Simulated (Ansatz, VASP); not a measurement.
# Ga2SbAs in two plane-wave programs, part 3 of 3

Wanted: the spread between two codes on one cell, functional and k mesh. The cell is taken from a series of runs on this material, whose earlier steps may have relaxed, scaled, displaced or heated it; both programs get it as it stands.

VASP 6.6.1 and Ansatz 0.2.0.

So far: The structure; Ansatz: relaxation of cell and atoms, PBEsol, pair 1; VASP: relaxation of cell and atoms, PBEsol, pair 1; Comparison.

**5. VASP: relaxation of cell and atoms, PBEsol, pair 2**

Level of this step: PBEsol; plane waves and PAW (Ga_d, As, Sb) (VASP).

The relaxed volume is the usual yardstick between codes: in a stiff, nearly cubic crystal its relative difference is about their pressure difference at one cell divided by the bulk modulus. This pair takes another cell of the material, with 16 atoms against 12 for the pair before.

INCAR

```
SYSTEM = Ga2SbAs
PREC = Accurate
ENCUT = 500
EDIFF = 1E-07
NELM = 120
ISMEAR = -1
SIGMA = 0.02
LREAL = .FALSE.
ALGO = Normal
GGA = PS
NBANDS = 89
LORBIT = 11
LWAVE = .FALSE.
LCHARG = .FALSE.
ISIF = 3
IBRION = 2
NSW = 80
EDIFFG = -0.005
LASPH = .TRUE.
GGA_COMPAT = .FALSE.
NELMIN = 4
KPAR = 4
```

POSCAR

```
Ga2SbAs
1.0
    4.1619240000      0.0000000000      0.0000000000
    0.0000000000      4.1619240000      0.0000000000
    0.0000000000      0.0000000000     23.5800260000
Ga As Sb
8 4 4
Direct
    0.0000000000      0.0000000000      0.0337112860
    0.5000000000      0.5000000000      0.1488661208
    0.0000000000      0.0000000000      0.2640209133
    0.5000000000      0.5000000000      0.3791757057
    0.0000000000      0.0000000000      0.4943304982
    0.5000000000      0.5000000000      0.6291756845
    0.0000000000      0.0000000000      0.7640209133
    0.5000000000      0.5000000000      0.8988660996
    0.5000000000      0.0000000000      0.0912887034
    0.0000000000      0.5000000000      0.2064434959
    0.5000000000      0.0000000000      0.3215982883
    0.0000000000      0.5000000000      0.4367531232
    0.5000000000      0.0000000000      0.5617531126
    0.0000000000      0.5000000000      0.6965982989
    0.5000000000      0.0000000000      0.8314434853
    0.0000000000      0.5000000000      0.9662887140
```

KPOINTS

```
Automatic mesh
0
Gamma
6 6 2
0 0 0
```

Potentials, in the order of the species: Ga_d, As and Sb (PBE family, release 64).

Launch:

```bash
$ mpirun -np 4 vasp_std
```

Numbers of over 12 decimals in the logs are rounded to 6 here.

Log:

```text
[banner, memory and clock lines left out]
running    4 mpi-ranks, on    1 nodes
[...]
[... a notice as in an earlier step ...]

 LDA part: xc-table for (Slater+PW92), standard interpolation
 POSCAR, INCAR and KPOINTS ok, starting setup
[...]
entering main loop
       N       E                     dE             d eps       ncg     rms          rms(c)
DAV:   1     0.140825740767E+04    0.14083E+04   -0.58476E+04  3840   0.213E+03
DAV:   2     0.224201644809E+03   -0.11841E+04   -0.11346E+04  3704   0.618E+02
DAV:   3    -0.461202879196E+02   -0.27032E+03   -0.25418E+03  4400   0.197E+02
DAV:   4    -0.683981780634E+02   -0.22278E+02   -0.21853E+02  4136   0.550E+01
[...]
DAV:  15    -0.685103235631E+02   -0.73745E-06   -0.27357E-06  4151   0.115E-02    0.741E-04
DAV:  16    -0.685103237628E+02   -0.19977E-06   -0.54147E-07  3303   0.622E-03    0.414E-04
DAV:  17    -0.685103237819E+02   -0.19092E-07   -0.87380E-08  2383   0.267E-03
   1 F= -.68510324E+02 E0= -.68509725E+02  d E =-.685103E+02
[... from here on, the cycles between the ionic steps are left out ...]
   2 F= -.68514124E+02 E0= -.68513533E+02  d E =-.379996E-02
   8 F= -.68517344E+02 E0= -.68516752E+02  d E =-.827970E-03
   9 F= -.68517396E+02 E0= -.68516805E+02  d E =-.879812E-03
  10 F= -.68517689E+02 E0= -.68517099E+02  d E =-.293425E-03
  11 F= -.68518393E+02 E0= -.68517803E+02  d E =-.997162E-03
  12 F= -.68518954E+02 E0= -.68518366E+02  d E =-.155871E-02
  13 F= -.68519060E+02 E0= -.68518466E+02  d E =-.105555E-03
  14 F= -.68519060E+02 E0= -.68518466E+02  d E =-.105526E-03
  15 F= -.68519087E+02 E0= -.68518496E+02  d E =-.268669E-04
  16 F= -.68519086E+02 E0= -.68518495E+02  d E =-.264690E-04
  17 F= -.68519087E+02 E0= -.68518496E+02  d E =-.267345E-04
  18 F= -.68519099E+02 E0= -.68518508E+02  d E =-.128624E-04
 trial-energy change:   -0.000013  1 .order   -0.000011   -0.000020   -0.000002
 step:   1.5214(harm=  1.5894)  dis= 0.00068  next Energy=   -68.519100 (dE=-0.130E-04)
 reached required accuracy - stopping structural energy minimisation
```

Parts of OUTCAR (step 5):

```text
  Total        0.0170083      0.0170083      0.0174684      0.0000000      0.0000000      0.0000000
  in kB        0.0665958      0.0665958      0.0683971      0.0000000      0.0000000      0.0000000
  external PRESSURE =       0.0671962 kB  Pullay stress =       0.0000000 kB

 POSITION                                       TOTAL-FORCE (eV/Angst)
 -----------------------------------------------------------------------------------
      0.00000      0.00000      0.75450         0.000000      0.000000     -0.000949
      2.08795      2.08795      3.47969         0.000000      0.000000     -0.001929
      0.00000      0.00000      6.19535         0.000000      0.000000      0.000000
      2.08795      2.08795      8.91101         0.000000      0.000000      0.001929
      0.00000      0.00000     11.63620         0.000000      0.000000      0.000949
      2.08795      2.08795     14.78143         0.000000      0.000000     -0.001901
      0.00000      0.00000     17.92804         0.000000      0.000000     -0.000000
      2.08795      2.08795     21.07464         0.000000      0.000000      0.001901
      2.08795      0.00000      2.11714         0.000000      0.000000     -0.003072
      0.00000      2.08795      4.83625         0.000000      0.000000      0.000114
      2.08795      0.00000      7.55445         0.000000      0.000000     -0.000114
      0.00000      2.08795     10.27356         0.000000      0.000000      0.003072
      2.08795      0.00000     13.21330         0.000000      0.000000     -0.003436
      0.00000      2.08795     16.35531         0.000000      0.000000      0.001517
      2.08795      0.00000     19.50076         0.000000      0.000000     -0.001517
      0.00000      2.08795     22.64277         0.000000      0.000000      0.003436
 -----------------------------------------------------------------------------------
    total drift:                                0.000000      0.000000      0.000947

  FREE ENERGIE OF THE ION-ELECTRON SYSTEM (eV)
  ---------------------------------------------------
  free  energy   TOTEN  =       -68.5190994582 eV

  energy  without entropy=      -68.5179160137  energy(sigma->0) =      -68.51850774

[... 1 part as in an earlier step ...]

[... 3 further parts left out ...]
[key lines of the parts left out:]
E-fermi :   4.4936
```

**6. Ansatz: relaxation of cell and atoms, PBEsol, pair 2**

The same cell, functional, mesh and smearing now go to Ansatz, which takes its cutoff from its data sets.

The cell is taken from a series of runs on this material, whose earlier steps may have relaxed, scaled, displaced or heated it; both programs get it as it stands.

input.yaml

```yaml
crystal:
  lattice:
    - [4.161924448, 0.0, 0.0]
    - [0.0, 4.161924448, 0.0]
    - [0.0, 0.0, 23.5800258892]
  atoms:
    - { symbol: Ga, position: [0.0, 0.0, 0.0337112992] }
    - { symbol: As, position: [0.5, 0.0, 0.0912887008] }
    - { symbol: Ga, position: [0.5, 0.5, 0.1488661023] }
    - { symbol: As, position: [0.0, 0.5, 0.2064435038] }
    - { symbol: Ga, position: [0.0, 0.0, 0.2640209053] }
    - { symbol: As, position: [0.5, 0.0, 0.3215983068] }
    - { symbol: Ga, position: [0.5, 0.5, 0.3791757083] }
    - { symbol: As, position: [0.0, 0.5, 0.4367531098] }
    - { symbol: Ga, position: [0.0, 0.0, 0.4943305113] }
    - { symbol: Sb, position: [0.5, 0.0, 0.5617531098] }
    - { symbol: Ga, position: [0.5, 0.5, 0.6291757083] }
    - { symbol: Sb, position: [0.0, 0.5, 0.6965983068] }
    - { symbol: Ga, position: [0.0, 0.0, 0.7640209053] }
    - { symbol: Sb, position: [0.5, 0.0, 0.8314435038] }
    - { symbol: Ga, position: [0.5, 0.5, 0.8988661023] }
    - { symbol: Sb, position: [0.0, 0.5, 0.9662887008] }
kpoints:
  mp_grid: { grid: [6, 6, 2] }
hamiltonian:
  xc: pbesol
  pseudopotentials: { kind: paw, azcp: { folder: soft_1 }, xc_functional: pbe }
scf:
  occupations: { method: fermi_dirac, width: 0.02 }
relax:
  f_tol: 0.015
  max_steps: 100
  cell: {}
output:
  write_density: true
  write_potential: true
  elf: true
  volumetric_format: npy
```

Launch:

```bash
$ ansatz run input.yaml --threads 4 --pin off --max-ram 17510MiB --backend cpu --events-out ev --progress --plain --runs-dir out
```

Log:

```text
[...]
Crystal: 16 atoms, lattice volume = 408.444 Å³
Basis set: ecut = 420 eV, 7919 PW (Γ), exchange–correlation on 60×60×320 points (8 copies of the dense FFT grid, shifted against one another)
Bands: 135, of which v1, the nominal top of the filled ones, is band 112 counted from 1 (111 counted from 0)
Symmetry: 8 space group operations
[...]
k-points: 20 of 72
[...]
- { symbol: Ga, position: [0, 0, 0.264021] }
    - { symbol: As, position: [0.5, 0, 0.321947] }
    - { symbol: Ga, position: [0.5, 0.5, 0.379781] }
    - { symbol: As, position: [0, 0.5, 0.437835] }
    - { symbol: Ga, position: [0, 0, 0.495873] }
    - { symbol: Sb, position: [0.5, 0, 0.563073] }
    - { symbol: Ga, position: [0.5, 0.5, 0.629901] }
    - { symbol: Sb, position: [0, 0.5, 0.696993] }
    - { symbol: Ga, position: [0, 0, 0.764021] }
    - { symbol: Sb, position: [0.5, 0, 0.831049] }
    - { symbol: Ga, position: [0.5, 0.5, 0.898141] }
    - { symbol: Sb, position: [0, 0.5, 0.964969] }
[key lines of the parts left out:]
Fermi energy:    7.933187 eV
P = ⅓ Tr σ = 0.0301 GPa (0.301 kbar)
```

**7. Side by side**

What differs besides the data sets and the points named for the pairs above, as far as they apply: the data sets hold 224 valence electrons in Ansatz (on its PAW soft_1 files) and 144 in VASP. Total energies have different zeros and are not compared.

Both answers:

| quantity | Ansatz | VASP | difference |
| --- | --- | --- | --- |
| volume (Å³) | 408.26 | 409.19 | -0.23 % |
| edge a after relaxation, in the typed setting (Å) | 4.173 | 4.176 | -0.07 % |
| edge c after relaxation, in the typed setting (Å) | 23.444 | 23.465 | -0.09 % |

**8. Summary of results**

```json
{
 "difference in volume (relaxation of cell and atoms, PBEsol, pair 1)": "-0.23 %",
 "difference in volume (relaxation of cell and atoms, PBEsol, pair 2)": "-0.23 %"
}
```

In words: The difference in volume is -0.23 % (relaxation of cell and atoms, PBEsol, pair 2), within the 1.2 % picked in this series as the mark of a large difference, as far as the stopping tolerances let one tell. The data sets hold unlike numbers of valence electrons (168 in Ansatz and 108 in VASP and 224 in Ansatz and 144 in VASP), so part of the differences comes from the potentials. Such differences can come from data sets, numerical settings and the points named under the comparisons, not from the functional's error against experiment.

[Lines on the potential files, build, host, timing and source positions are cut from VASP's logs without a mark.]

[Logs are printed without paths, hosts, clocks, repeated set-up lines and the standing remarks that a program may print on its own settings, such as how far it seeks lower states.]

[Hosts, paths, dates, database ids (printed as entryN), source tags and the programs' standing remarks are cut or masked in the printed files.]
